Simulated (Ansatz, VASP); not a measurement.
# Cross-check of Ga8As5P3 (random alloy of the zinc-blende GaP-GaAs line, x = 0.625) between VASP and Ansatz, part 2 of 2

Aim: how closely do two programs agree when they are given the same cell, functional and k mesh? Of the first pair: The structure shown is the start of the Ansatz relaxation below; VASP solves that cell, so the two are compared at the walk's first step.

VASP 6.6.1 and Ansatz 0.2.0.

So far: The structure; Ansatz: relaxation, PBE.

### Step 3. VASP: single point, PBE, start cell, pair 1

Level of this step: PBE; plane waves and PAW (Ga_d, As, P) (VASP).

The same cell, functional, mesh and smearing now go to VASP, with its own data sets.

Lines of VASP's logs that name or quote its potential files are left out, and so is its time.

Contents of INCAR:

```
SYSTEM = Ga8As5P3
PREC = Accurate
ENCUT = 400
EDIFF = 1E-06
NELM = 120
ISMEAR = -1
SIGMA = 0.025
LREAL = Auto
ALGO = Normal
GGA = PE
NBANDS = 336
LORBIT = 11
LWAVE = .FALSE.
LCHARG = .FALSE.
ISIF = 2
LASPH = .TRUE.
GGA_COMPAT = .FALSE.
EFERMI = MIDGAP
NCORE = 2
```

Contents of POSCAR:

```
Ga8As5P3
1.0
   11.3200000000      0.0000000000      0.0000000000
    0.0000000000     11.3200000000      0.0000000000
    0.0000000000      0.0000000000     11.3200000000
Ga As P
32 20 12
Direct
    0.9992579505      0.9999028269      0.9962279152
    0.0008922261      0.2478003534      0.2481272085
    0.2500706714      0.9980212014      0.2509540636
    0.2486837456      0.2500176678      0.9984540636
    0.9993992933      0.9995759717      0.4988692580
    0.9995229682      0.2539399293      0.7456978799
    0.2508922261      0.9985070671      0.7500000000
    0.2466961131      0.2530565371      0.5025883392
    0.9985424028      0.5001501767      0.0017667845
    0.0007685512      0.7522614841      0.2488780919
    0.2492579505      0.4997703180      0.2499293286
    0.2487985866      0.7474558304      0.0009275618
    0.9993286219      0.5001236749      0.4980565371
    0.0012279152      0.7464134276      0.7496731449
    0.2492932862      0.4975530035      0.7524204947
    0.2506713781      0.7509982332      0.5003621908
    0.5006713781      0.9996201413      0.0020671378
    0.4980035336      0.2507685512      0.2494611307
    0.7487279152      0.9989664311      0.2494257951
    0.7495141343      0.2490901060      0.9987720848
    0.4981978799      0.0007597173      0.4994257951
    0.5013339223      0.2482420495      0.7519611307
    0.7481272085      0.0010512367      0.7496819788
    0.7508833922      0.2502208481      0.4974911661
    0.5057862191      0.5017226148      0.0031713781
    0.5010600707      0.7500088339      0.2496024735
    0.7519787986      0.4995229682      0.2530830389
    0.7491696113      0.7477826855      0.0002208481
    0.5072614841      0.5014487633      0.5027120141
    0.4993639576      0.7484540636      0.7506978799
    0.7523586572      0.5005300353      0.7491961131
    0.7474293286      0.7493992933      0.5006272085
    0.1278975265      0.1218286219      0.1235070671
    0.1233922261      0.3759717314      0.3790459364
    0.3739487633      0.1249734982      0.3770759717
    0.3747173145      0.3754505300      0.1232508834
    0.1228975265      0.1224911661      0.6247261484
    0.1252031802      0.3756537102      0.8774028269
    0.3755830389      0.6213957597      0.3750795053
    0.1278003534      0.6203003534      0.6248409894
    0.1248586572      0.8764575972      0.8772084806
    0.6295671378      0.3782420495      0.3757773852
    0.8733568905      0.3795141343      0.1224028269
    0.6218816254      0.3747968198      0.8741166078
    0.8768021201      0.1223763251      0.8765017668
    0.8745583039      0.3722703180      0.6213162544
    0.6242402827      0.6262279152      0.1262279152
    0.6213427562      0.8760777385      0.3757508834
    0.8742137809      0.6227826855      0.3766607774
    0.8763427562      0.8754328622      0.1258833922
    0.8759098940      0.6264664311      0.8761130742
    0.8761042403      0.8766961131      0.6263427562
    0.3759628975      0.1244522968      0.8763604240
    0.3744081272      0.3760777385      0.6250795053
    0.1243286219      0.6243374558      0.1248674912
    0.1259010601      0.8753798587      0.3717226148
    0.3762985866      0.8738515901      0.1264929329
    0.3771466431      0.6241784452      0.8756183746
    0.3774911661      0.8719257951      0.6268374558
    0.6208568905      0.1270494700      0.1256802120
    0.8740106007      0.1234098940      0.3739575972
    0.6257508834      0.1264134276      0.6272261484
    0.6214929329      0.6256360424      0.6263692580
    0.6244434629      0.8739487633      0.8770318021
```

Contents of KPOINTS:

```
Automatic mesh
0
Gamma
1 1 1
0 0 0
```

Potentials, in the order of the species: Ga_d, As and P (PBE family, release 64).

The run is started by

```sh
$ mpirun -np 8 vasp_gam
```

Numbers of over 12 decimals in the logs are rounded to 6 here.

The program printed:

```text
[banner, memory and clock lines left out]
running    8 mpi-ranks, on    1 nodes
[...]
LDA part: xc-table for (Slater+PW92), standard interpolation
 POSCAR, INCAR and KPOINTS ok, starting setup
[...]
entering main loop
       N       E                     dE             d eps       ncg     rms          rms(c)
DAV:   1     0.905185527172E+04    0.90519E+04   -0.20162E+05   712   0.246E+03
DAV:   2     0.218243503704E+04   -0.68694E+04   -0.66443E+04   672   0.698E+02
DAV:   3     0.451964682371E+02   -0.21372E+04   -0.20018E+04   840   0.243E+02
DAV:   4    -0.255943375273E+03   -0.30114E+03   -0.28944E+03   832   0.866E+01
[...]
DAV:  17    -0.267876813659E+03   -0.12729E-05   -0.19469E-05   840   0.239E-02    0.453E-03
DAV:  18    -0.267876814718E+03   -0.10588E-05   -0.68331E-06   584   0.137E-02    0.294E-03
DAV:  19    -0.267876815068E+03   -0.34955E-06   -0.10073E-06   384   0.109E-02
   1 F= -.26787682E+03 E0= -.26787681E+03  d E =-.828336E-05
```

From OUTCAR (step 3):

```text
  Total        0.5851329      0.7656340      0.8205045     -1.1530611      0.0425432      0.3186091
  in kB        0.6462876      0.8456537      0.9062588     -1.2735723      0.0469896      0.3519083
  external PRESSURE =       0.7994000 kB  Pullay stress =       0.0000000 kB

 POSITION                                       TOTAL-FORCE (eV/Angst)
 -----------------------------------------------------------------------------------
     11.31160     11.31890     11.27730         0.153444     -0.085641      0.569602
      0.01010      2.80510      2.80880        -0.367833     -0.081565      0.308486
      2.83080     11.29760      2.84080         0.267448     -0.562983     -0.096380
      2.81510      2.83020     11.30250         0.598984     -0.467878     -0.180230
     11.31320     11.31520      5.64720        -0.021517     -0.073917     -0.811817
     11.31460      2.87460      8.44130         0.096410     -0.441849      0.519358
      2.84010     11.30310      8.49000         0.726537      0.038304      0.064468
      2.79260      2.86460      5.68930         0.623120      0.025222      0.367125
     11.30350      5.66170      0.02000         0.554453      0.517460      0.122990
      0.00870      8.51560      2.81730         0.580874     -0.355136      0.199433
      2.82160      5.65740      2.82920        -0.355476      0.173219     -0.279569
      2.81640      8.46120      0.01050         0.551017     -0.148757      0.258362
     11.31240      5.66140      5.63800        -0.008413      0.007519      0.348337
      0.01390      8.44940      8.48630         0.204822      0.319199     -0.070309
[...]
-----------------------------------------------------------------------------------
    total drift:                                0.005051      0.025450     -0.004130

  FREE ENERGIE OF THE ION-ELECTRON SYSTEM (eV)
  ---------------------------------------------------
  free  energy   TOTEN  =      -267.8768150677 eV

  energy  without entropy=     -267.8768067844  energy(sigma->0) =     -267.87681093

[... 2 further parts left out ...]
```

The run ends at a pressure of 0.08 GPa, with forces up to 1.1 eV/Å.

### Step 4. Side by side

Known differences besides the potentials themselves: the data sets hold 776 valence electrons in Ansatz (on its default PAW (the set named soft_2) files) and 576 in VASP; the cutoff is 420 eV in Ansatz and 400 eV in VASP (PREC = Accurate, projectors in real space). Total energies have different zeros and are not compared.

Forces on 8 of the 64 atoms, those with the largest forces and the largest differences (eV/Å; atoms numbered as in POSCAR):

```tsv
atom	Ansatz x, y, z	VASP x, y, z
Ga3	0.267, -0.546, -0.098	0.267, -0.563, -0.096
Ga5	-0.021, -0.075, -0.796	-0.022, -0.074, -0.812
Ga15	1.024, 0.106, -0.019	1.042, 0.105, -0.021
Ga21	0.082, 0.028, 0.999	0.081, 0.027, 1.015
Ga22	-0.715, -0.243, -0.546	-0.725, -0.254, -0.555
Ga24	-0.100, -0.958, 0.068	-0.099, -0.976, 0.066
Ga25	-0.869, 0.133, -0.575	-0.878, 0.137, -0.584
Ga29	-0.692, -0.161, 0.468	-0.692, -0.157, 0.484
```

The forces differ by 5.9 meV/Å r.m.s., which is 1.7 % of the r.m.s. force of 0.339 eV/Å (both taken over all components).

### Step 5. Ansatz: relaxation, PBE

This run makes the geometry at which the two programs are then compared.

The structure compared here is the end of the Ansatz relaxation.

This is the run of step 2 again, met here at its other cell.

### Step 6. VASP: single point, PBE, relaxed cell, pair 2

The same cell, functional, mesh and smearing now go to VASP, with its own data sets.

INCAR: that of step 3 with these lines changed.

```diff
@@ -2,3 +2,3 @@
 PREC = Accurate
-ENCUT = 400
+ENCUT = 500
 EDIFF = 1E-06
```

Contents of POSCAR:

```
Ga8As5P3
1.0
   11.3199300000      0.0002460000      0.0007930000
    0.0002460000     11.3147080000      0.0001430000
    0.0007930000      0.0001430000     11.3167860000
Ga As P
32 20 12
Direct
    0.0004100000      0.9992200000      0.9993700000
    0.9974600000      0.2457500000      0.2542200000
    0.2511600000      0.9932400000      0.2500300000
    0.2541200000      0.2449200000      0.9965000000
    0.0001200000      0.9992000000      0.4932400000
    0.9997400000      0.2499000000      0.7505600000
    0.2572800000      0.9987700000      0.7507200000
    0.2544500000      0.2539800000      0.5029100000
    0.0036800000      0.5030400000      0.0037000000
    0.0064800000      0.7506500000      0.2502900000
    0.2474900000      0.5025100000      0.2474400000
    0.2544200000      0.7468400000      0.0024500000
    0.0006100000      0.4998700000      0.5007200000
    0.0009000000      0.7507400000      0.7500100000
    0.2578700000      0.5009500000      0.7504600000
    0.2509800000      0.7577700000      0.5010900000
    0.4993800000      0.9989500000      0.9999200000
    0.5023700000      0.2461700000      0.2470000000
    0.7495400000      0.0050300000      0.2506100000
    0.7453900000      0.2472300000      0.0027900000
    0.4998500000      0.9992200000      0.5072500000
    0.4974900000      0.2459100000      0.7473300000
    0.7419400000      0.9995900000      0.7503300000
    0.7492300000      0.2416400000      0.5011800000
    0.4967700000      0.5033100000      0.9957900000
    0.4970400000      0.7542700000      0.2472700000
    0.7492600000      0.5003600000      0.2508000000
    0.7459200000      0.7549000000      0.9964200000
    0.4995600000      0.4998400000      0.5065300000
    0.4988200000      0.7504500000      0.7510400000
    0.7458800000      0.5020600000      0.7475600000
    0.7453600000      0.7466900000      0.5029300000
    0.1263300000      0.1227800000      0.1261400000
    0.1254800000      0.3745900000      0.3751800000
    0.3760100000      0.1228000000      0.3763300000
    0.3752300000      0.3746700000      0.1232000000
    0.1271900000      0.1236100000      0.6243500000
    0.1282400000      0.3758000000      0.8751400000
    0.3744300000      0.6268900000      0.3762500000
    0.1284700000      0.6260200000      0.6252600000
    0.1290500000      0.8738700000      0.8760100000
    0.6245500000      0.3725800000      0.3773300000
    0.8749800000      0.3736500000      0.1262500000
    0.6219500000      0.3736600000      0.8734100000
    0.8717700000      0.1237400000      0.8751000000
    0.8727500000      0.3736800000      0.6242900000
    0.6231900000      0.6269000000      0.1233700000
    0.6237400000      0.8767300000      0.3763000000
    0.8758600000      0.6263600000      0.3754400000
    0.8747900000      0.8755300000      0.1260900000
    0.8739700000      0.6258100000      0.8752900000
    0.8728100000      0.8758900000      0.6243200000
    0.3781700000      0.1224200000      0.8740700000
    0.3773700000      0.3747000000      0.6274300000
    0.1274200000      0.6270200000      0.1252200000
    0.1265500000      0.8749700000      0.3744000000
    0.3751900000      0.8748200000      0.1231600000
    0.3761500000      0.6271400000      0.8743100000
    0.3770700000      0.8748500000      0.6272700000
    0.6235800000      0.1223900000      0.1242400000
    0.8737800000      0.1232500000      0.3754000000
    0.6226300000      0.1234000000      0.6263500000
    0.6215700000      0.6259100000      0.6275000000
    0.6206300000      0.8758300000      0.8741600000
```

KPOINTS is that of step 3.

The run is started by

```sh
$ mpirun -np 8 vasp_gam
```

The program printed:

```text
[... set-up lines as in an earlier step ...]
 entering main loop
       N       E                     dE             d eps       ncg     rms          rms(c)
DAV:   1     0.100272461458E+05    0.10027E+05   -0.22865E+05   728   0.280E+03
DAV:   2     0.246413557211E+04   -0.75631E+04   -0.72884E+04   672   0.803E+02
DAV:   3     0.772427614683E+02   -0.23869E+04   -0.22638E+04   848   0.271E+02
DAV:   4    -0.253268238728E+03   -0.33051E+03   -0.31626E+03   832   0.938E+01
[...]
DAV:  17    -0.268912141856E+03    0.33769E-05   -0.59470E-05   864   0.388E-02    0.139E-02
DAV:  18    -0.268912142715E+03   -0.85938E-06   -0.40744E-05   792   0.548E-02    0.443E-03
DAV:  19    -0.268912143681E+03   -0.96568E-06   -0.61843E-06   632   0.116E-02
   1 F= -.26891214E+03 E0= -.26891214E+03  d E =-.103496E-04
```

OUTCAR, selected parts (step 6):

```text
  Total        0.5958616      0.7976894      0.7511574     -0.0350866     -0.0190169     -0.0258178
  in kB        0.6586365      0.8817272      0.8302929     -0.0387830     -0.0210203     -0.0285377
  external PRESSURE =       0.7902189 kB  Pullay stress =       0.0000000 kB

 POSITION                                       TOTAL-FORCE (eV/Angst)
 -----------------------------------------------------------------------------------
      0.00568     11.30603     11.30980        -0.000591     -0.001541      0.010822
     11.29144      2.78087      2.87778        -0.007928     -0.003381      0.010804
      2.84356     11.23832      2.82988        -0.003748     -0.011458      0.000408
      2.87747      2.77140     11.27741         0.011022      0.001002     -0.001923
      0.00200     11.30573      5.58203        -0.006678     -0.002229     -0.016783
     11.31764      2.82790      8.49476        -0.007020     -0.002159     -0.000330
      2.91323     11.30096      8.49608         0.020066     -0.001014     -0.002327
      2.88082      2.87384      5.69156         0.006121      0.005062      0.009221
      0.04178      5.69175      0.04195         0.006506      0.014494      0.013737
      0.07374      8.49342      2.83259         0.014141     -0.007382     -0.000262
      2.80189      5.68585      2.80049        -0.015345      0.004047     -0.009311
      2.88020      8.45034      0.02803         0.000223      0.001628      0.003432
      0.00743      5.65595      5.66661        -0.002758     -0.001632     -0.009491
      0.01097      8.49451      8.48781         0.000335      0.000426      0.005417
[...]
-----------------------------------------------------------------------------------
    total drift:                                0.008156     -0.013624      0.024003

  FREE ENERGIE OF THE ION-ELECTRON SYSTEM (eV)
  ---------------------------------------------------
  free  energy   TOTEN  =      -268.9121436811 eV

  energy  without entropy=     -268.9121333315  energy(sigma->0) =     -268.91213851

[... 1 part as in an earlier step ...]

[... 1 further part left out ...]
```

The run ends at a pressure of 0.08 GPa, with forces up to 0.022 eV/Å.

### Step 7. Comparison

What differs besides the data sets and the points named for the pairs above, as far as they apply: the data sets hold 776 valence electrons in Ansatz (on its default PAW (the set named soft_2) files) and 576 in VASP; the cutoff is 420 eV in Ansatz and 500 eV in VASP (PREC = Accurate, projectors in real space). Total energies have different zeros and are not compared.

Compared:

```tsv
quantity	Ansatz	VASP	difference
pressure (GPa)	-0.01	0.08	-0.09
gap on the k mesh (eV)	0.608	0.608	0.000
```

The largest component of a force difference here is 16 meV/Å. A gap on the mesh is an upper bound, since the band edges may lie between its points.

### Step 8. What came out

```
r.m.s. force difference (single point, PBE, start cell, pair 1)           : 1.7 % of the r.m.s. force
difference in gap on the k mesh (single point, PBE, relaxed cell, pair 2) : 1.6e-4 eV
```

What this shows: The r.m.s. force difference is 1.7 % of the r.m.s. force (single point, PBE, start cell, pair 1), within the 3 % picked in this series as the mark of a large difference. The data sets hold unlike numbers of valence electrons (776 in Ansatz and 576 in VASP), so part of the differences may come from the potentials. Such differences can come from data sets, numerical settings and the points named under the comparisons, not from the functional's error against experiment.

[Lines on the potential files, build, host, timing and source positions are cut from VASP's logs without a mark.]

[Logs are printed without paths, hosts, clocks, repeated set-up lines and the standing remarks that a program may print on its own settings, such as how far it seeks lower states.]

[Hosts, paths, dates, database ids (printed as entryN), source tags and the programs' standing remarks are cut or masked in the printed files.]
